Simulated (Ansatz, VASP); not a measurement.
N: VASP beside Ansatz

```xyz
1
Lattice="0.0000 1.5410 1.5410 1.5410 0.0000 1.5410 1.5410 1.5410 0.0000" Properties=species:S:1:pos:R:3 pbc="T T T"
N     0.0000    0.0000    0.0000
```

Alike in both runs: task single point; functional PBEsol; k mesh 22 × 22 × 22; occupations gaussian, width 0.1 eV; no spin polarisation.

```csv
,VASP,Ansatz
version,VASP 6.6.1,Ansatz 0.2.0
potentials or method,"VASP PAW PBE potentials, release 64 (N)","scalar-relativistic, plane waves, PAW"
plane-wave cutoff (eV),520,420
valence electrons in the cell,5,5
```

VASP gave:

| Property | Result |
| --- | --- |
| gap on the k mesh at the Fermi level (eV) | none |
| pressure (GPa) | -2.6 |

**Question.** What did Ansatz give for the same quantities?

**Answer.** gap on the k mesh at the Fermi level (eV): none; pressure (GPa): -2.4.

A gap of «none» marks a metal or a gap that the smearing closes. The functional is the same, so the differences come from potentials, cutoffs and numerics.

Caveats: the PAW data sets were made with another functional, which shifts forces and pressure a little (VASP).
